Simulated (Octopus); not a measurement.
# Sn (Fd-3m) in Octopus: reference runs

Reference runs on Sn: the cell as given.

Program: Octopus 16.4. These are calculated values, not measurements. Logs are shortened: lines on timing, memory, paths and dates and some standing lists are left out, and cuts for length are marked.

### Step 1. The crystal as given

The structure is cubic, space group Fd-3m (No. 227). Conventional cell: a = 6.467 Å, b = 6.467 Å, c = 6.467 Å, α = 90.00°, β = 90.00°, γ = 90.00°. Sn (site symmetry -43m) has 4 Sn at 2.80 Å as nearest neighbours.

This isn't the form of Sn at room conditions, which is tetragonal (white tin).

### Step 2. Single point, PBEsol

Contents of inp:

```
CalculationMode = gs
UnitsOutput = eV_Angstrom
PeriodicDimensions = 3
ExperimentalFeatures = yes
PseudopotentialSet = pseudodojo_pbesol
%LatticeParameters
 1*angstrom | 1*angstrom | 1*angstrom
%
%LatticeVectors
 0 | 3.2333428 | 3.2333428
 3.2333428 | 0 | 3.2333428
 3.2333428 | 3.2333428 | 0
%
%ReducedCoordinates
 "Sn" | 0.75 | 0.75 | 0.75
 "Sn" | 0.5 | 0.5 | 0.5
%
%Spacing
 0.14289491*angstrom | 0.14289491*angstrom | 0.14289491*angstrom
%
DerivativesOrder = 8
%KPointsGrid
 7 | 7 | 7
%
KPointsUseSymmetries = yes
XCFunctional = gga_x_pbe_sol + gga_c_pbe_sol
SmearingFunction = fermi_dirac
Smearing = 0.05*eV
ExtraStates = 6
Eigensolver = chebyshev_filter
ConvRelDens = 3e-7
MaximumIter = 120
%Output
 density | cube
 elf | cube
 potential | cube
%
```

Potentials or basis: pseudodojo_pbesol (PseudoDojo 0.4, PBEsol).

Started as:

```console
$ OMP_NUM_THREADS=1 octopus > out.log
```

out.log:

```text
Running octopus

Version                : 16.4
Optional libraries     :

************************** Calculation Mode **************************
Input: [CalculationMode = gs]
**********************************************************************

Input: [SpinComponents = unpolarized]

******************************* Space ********************************
Octopus will run in 3 dimension(s).
Octopus will treat the system as periodic in 3 dimension(s).
**********************************************************************

Input: [AllElectronType = no]
Input: [PseudopotentialSet = pseudodojo_pbesol]
Reading Coordinates from ReducedCoordinates block

****************************** Species *******************************
  Species 'Sn'
    type             : pseudopotential
    file             : 'Sn.upf'
    file format      : UPF2
    valence charge   : 14.0
    atomic number    :  50
    form on file     : kleinman-bylander
    lmax             : 2
    llocal           : -1
    projectors per l : 2
    total projectors : 6
    application form : kleinman-bylander
    orbitals         :  9
    bound orbitals   :  9

**********************************************************************

***************************** Symmetries *****************************
Space group No.  227
International: Fd-3m
Schoenflies: Oh^7
Info: The system has    24 symmorphic symmetries that can be used.
  Index                Rotation matrix                      Fractional translations
    1 :     1   0   0     0   1   0     0   0   1      0.000000    0.000000    0.000000
    2 :     0   1  -1     1   0  -1     0   0  -1      0.000000    0.000000    0.000000
    3 :    -1   0   0    -1   0   1    -1   1   0      0.000000    0.000000    0.000000
    4 :     0  -1   1     0  -1   0     1  -1   0      0.000000    0.000000    0.000000
    5 :     0   1   0     0   0   1     1   0   0      0.000000    0.000000    0.000000
    6 :    -1   0   1    -1   1   0    -1   0   0      0.000000    0.000000    0.000000
[... 16 lines left out ...]
   23 :     1   0   0     0   0   1     0   1   0      0.000000    0.000000    0.000000
   24 :     0  -1   1     1  -1   0     0  -1   0      0.000000    0.000000    0.000000
Info: The system also has    24 nonsymmorphic symmetries (not used for electrons).
    1 :     1   0  -1     1   0   0     1  -1   0      0.250000    0.250000    0.250000
    2 :     0   1   0     0   1  -1    -1   1   0      0.250000    0.250000    0.250000
    3 :     0  -1   0    -1   0   0     0   0  -1      0.250000    0.250000    0.250000
    4 :    -1   0   1     0  -1   1     0   0   1      0.250000    0.250000    0.250000
    5 :    -1   1   0     0   1   0     0   1  -1      0.250000    0.250000    0.250000
    6 :     0   0   1    -1   0   1     0  -1   1      0.250000    0.250000    0.250000
[... 16 lines left out ...]
   23 :     0   0   1     0  -1   1    -1   0   1      0.250000    0.250000    0.250000
   24 :     1  -1   0     1   0   0     1   0  -1      0.250000    0.250000    0.250000
**********************************************************************

Input: [CurvMethod = curv_affine]
Input: [DerivativesStencil = stencil_stargeneral]

****************************** Lattice *******************************
  Lattice Vectors [A]
    0.000000    3.233343    3.233343
    3.233343    0.000000    3.233343
    3.233343    3.233343    0.000000
  Cell volume =            67.6060 [A^3]
  Reciprocal-Lattice Vectors [A^-1]
   -0.971624    0.971624    0.971624
    0.971624   -0.971624    0.971624
    0.971624    0.971624   -0.971624
  Cell angles [degree]
    alpha =   60.000
    beta  =   60.000
    gamma =   60.000
**********************************************************************

Checking if the generated full k-point grid is symmetric

    20 k-points generated from parameters :
 ---------------------------------------------------
    n =    7    7    7
[... 109 lines left out ...]
Input: [MixingScheme = broyden]
Info: Mixing uses    4 steps and restarts after   20 steps.
Input: [LCAOStart = lcao_states]
Input: [LCAOScaleFactor = 1.000]
Input: [LCAOMaximumOrbitalRadius = 10.58 A]

** Warning:
**   Cannot do LCAO for all states because there are not enough atomic orbitals.
**   Required: 20. Available: 18. 2 orbitals will be randomized.

Info: Unnormalized total charge =     28.004665
Info: Renormalized total charge =     28.000000

** Warning:
**   Symmetrization discrepancy ratio (scalar) =  2.84267E-05

Info: Setting up Hamiltonian.
Info: Performing initial LCAO calculation with     18 orbitals.
Info: Getting Hamiltonian matrix elements.

Eigenvalues [eV]
 #st  Spin   Eigenvalue      Occupation
#k =       1, k = (  0.000000,  0.000000,  0.000000)
   1   --   -17.686623       2.000000
   2   --   -17.686623       2.000000
   3   --   -17.686486       2.000000
   4   --   -17.602351       2.000000
   5   --   -17.602351       2.000000
   6   --   -17.293848       2.000000
[... 10 lines left out ...]
  17   --     6.373788       1.999510
  18   --     6.375047       1.999497
#k =       2, k = (  0.142857,  0.000000,  0.000000)
   1   --   -17.298944       2.000000
   2   --   -17.298636       2.000000
   3   --   -17.136630       2.000000
   4   --   -17.136246       2.000000
   5   --   -16.855857       2.000000
   6   --   -16.739274       2.000000
[... 10 lines left out ...]
  17   --     6.914507       0.151547
  18   --     7.815441       0.000000
[... 18 further k-points ...]
Fermi energy =     6.789447 eV
Generating random wavefunctions for states       19 and above
Orthogonalizing wavefunctions.
Info: Ground-state restart information will be written to 'restart/gs'.
Info: SCF using complex wavefunctions.
Info: Starting SCF iteration.

** Warning:
**   Symmetrization discrepancy ratio (scalar) =  5.23995E-03

*********************** SCF CYCLE ITER #    1 ************************
 etot  = -4.28210689E+03 abs_ev   =  1.26E+02 rel_ev   =  3.53E-01
 ediff =        1.57E+02 abs_dens =  1.18E+00 rel_dens =  4.20E-02
Matrix vector products: 500
Converged eigenvectors: 0

#  State  KPoint  Eigenvalue [eV]  Occupation    Error
      1      17      -17.770053    2.000000   ( 1.0E-03)
      1      16      -17.768776    2.000000   ( 1.5E-03)
      1      11      -17.765093    2.000000   ( 1.7E-03)
      1      13      -17.762866    2.000000   ( 1.4E-03)
      1      20      -17.760348    2.000000   ( 5.6E-04)
      1      18      -17.758652    2.000000   ( 1.5E-03)
      2      17      -17.756740    2.000000   ( 1.7E-03)
      2      18      -17.755853    2.000000   ( 1.9E-03)
[... 23 lines left out ...]
     20      11       14.156607    0.000000   ( 1.4E-01)
     20      13       14.251500    0.000000   ( 1.4E-01)
     20      19       14.326301    0.000000   ( 4.8E-02)
     20       8       14.461215    0.000000   ( 1.2E-01)
     20      18       14.539553    0.000000   ( 1.2E-01)
     20      16       14.841335    0.000000   ( 1.2E-01)
     20      17       14.870461    0.000000   ( 1.2E-01)
     20      20       15.842183    0.000000   ( 1.0E-01)

Density of states:

-%--------------------------------------------------------------------
-%--------------------------------------------------------------------
-%--------------------------------------------------------------------
-%--------------------------------------------------------------------
%%--------------------------------------------------------------------
%%--------------------------------------------------------------------
%%--------------------------------------------------------------------
%%--------------------------------------------------------------------
%%--------------------------------------------------------------------
%%------------------------%-----------%%%%-----%-%-%-%--%%---%----%---
                                            ^

Fermi energy =     3.799390 eV

**********************************************************************

*********************** SCF CYCLE ITER #    2 ************************
 etot  = -4.27939264E+03 abs_ev   =  7.12E-01 rel_ev   =  2.00E-03
 ediff =        9.97E-02 abs_dens =  1.61E-01 rel_dens =  5.75E-03
Matrix vector products: 500
Converged eigenvectors: 0
[... 139 lines left out ...]
*********************** SCF CYCLE ITER #   14 ************************
 etot  = -4.27926487E+03 abs_ev   =  6.23E-05 rel_ev   =  1.75E-07
 ediff =        3.70E-06 abs_dens =  1.34E-06 rel_dens =  4.80E-08
Matrix vector products: 500
Converged eigenvectors: 200

#  State  KPoint  Eigenvalue [eV]  Occupation    Error
      1      17      -17.798417    2.000000   ( 2.0E-08)
      1      16      -17.797215    2.000000   ( 2.2E-08)
      1      11      -17.793393    2.000000   ( 2.3E-08)
      1      13      -17.791278    2.000000   ( 2.1E-08)
      1      20      -17.788537    2.000000   ( 2.1E-08)
      1      18      -17.786841    2.000000   ( 2.1E-08)
      2      17      -17.785371    2.000000   ( 2.2E-08)
      2      18      -17.784464    2.000000   ( 2.3E-08)
[... 23 lines left out ...]
     20      13       12.486731    0.000000   ( 1.2E-02)
     20       8       12.521173    0.000000   ( 1.0E-02)
     20      10       12.560446    0.000000   ( 1.5E-03)
     20      17       12.734535    0.000000   ( 1.2E-02)
     20      18       13.001616    0.000000   ( 1.1E-02)
     20      14       13.026103    0.000000   ( 1.9E-03)
     20      20       13.109448    0.000000   ( 1.8E-02)
     20      19       13.980494    0.000000   ( 6.5E-03)

Density of states:

-%--------------------------------------------------------------------
-%--------------------------------------------------------------------
-%--------------------------------------------------------------------
%%--------------------------------------------------------------------
%%--------------------------------------------------------------------
%%--------------------------------------------------------------------
%%--------------------------------------------------------------------
%%--------------------------------------------------------------------
%%--------------------------------------------------------------------
%%--------------------------%----%------%-%%%-----%-%-%%%%%--%%%-%%---
                                               ^

Fermi energy =     3.906180 eV

**********************************************************************

Info: SCF converged in   14 iterations

** Warning:
**   Some of the states are not fully converged!

Info: Number of matrix-vector products:       7000
Info: Writing output to static/

Info: Finished writing information to 'restart/gs'.

Octopus emitted 19 warnings.
```

It took 3.9 min on 1 thread of Arm Neoverse V2, shared host; peak memory 0.71 GiB.

Results:

* Free energy: -4279.2668 eV
* Band gap on the k mesh: none (metal or under the smearing width)
